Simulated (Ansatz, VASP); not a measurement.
# Two plane-wave programs on Ir

```
Ir
1.0
     2.75138    0.00000    0.00000
    -1.37569    2.38276    0.00000
     0.00000    0.00000    4.64078
Ir
2
Cartesian
  0.0000 1.5885 1.1602
  1.3757 0.7943 3.4806
```

This isn't the form of Ir at room conditions, which is fcc.

Alike in both runs: task single point; functional PBEsol; k mesh 9 × 9 × 5; occupations fermi-dirac, width 0.05 eV; no spin polarisation.

|  | VASP | Ansatz |
| --- | --- | --- |
| version | VASP 6.6.1 | Ansatz 0.2.0 |
| potentials or method | VASP PAW PBE potentials, release 64 (Ir) | Ansatz PAW |
| plane-wave cutoff (eV) | 520 | 420 |
| valence electrons in the cell | 18 | 34 |

Ansatz gave:

```
gap on the k mesh at the Fermi level (eV)       : none
pressure (GPa)                                  : -23.3
largest component of the traceless stress (GPa) : 9.31
```

Problem. Estimate VASP's values.

Solution. gap on the k mesh at the Fermi level (eV): none; pressure (GPa): -22.7; largest component of the traceless stress (GPa): 9.28.

A gap of «none» marks a metal or a gap that the smearing closes. With one functional, cell and mesh, what is left measures potentials, basis and numerics. The two sets of potentials don't hold the same shells in valence.

Caveats: so large a pressure means that the cell lies far from this level's equilibrium, or that cutoff or potentials fall short (VASP); the potentials were made for another functional, which shifts forces and pressure (VASP); the PAW data sets come from PBE, with cores solved anew for the run's functional, which leaves a small shift of forces and pressure (Ansatz). The runs have no spin-orbit coupling, so splittings on Ir are missing.
